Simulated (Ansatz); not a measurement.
# Is this LiCl structure a true minimum?

The structure comes from a generated guess, relaxed at this level; another structure or a mixture of phases may lie lower.

Method: DFT PBE, scalar-relativistic, plane waves, PAW in Ansatz. Cutoff 420 eV; k points 4×4×6 on the computed 8-atom cell (Γ-centred); Gaussian smearing, width 0.02 eV; no spin polarisation.

The cell below (8 atoms, space group P4_2/mnm (No. 136)) is relaxed within its symmetry.

```
Li Cl
1.0
     6.65314    0.00000    0.00000
     0.00000    6.65314    0.00000
     0.00000    0.00000    3.94984
Li Cl
4 4
Direct
  0.67090 0.67090 0.00000
  0.82910 0.17090 0.50000
  0.32910 0.32910 0.00000
  0.17090 0.82910 0.50000
  0.80979 0.80979 0.50000
  0.69021 0.30979 0.00000
  0.19021 0.19021 0.50000
  0.30979 0.69021 0.00000
```

For the test it was strained at random (σ = 1.5 % a component), the atoms were moved at random (σ = 0.05 Å), and all was relaxed again on a coarse 4×2×2 mesh (in the run’s order of axes) with 0.10 eV smearing, with no symmetry imposed.

Task: Is the structure stable against such a distortion?

Result: It returns, within 1 meV/atom of the unmoved cell on that mesh and with the same symmetry when read at 0.1 Å (P-1 at 0.01 Å, so small strains and shifts remain). No instability shows in this cell; modes of other wave vectors, which need another repeat, aren't tested.
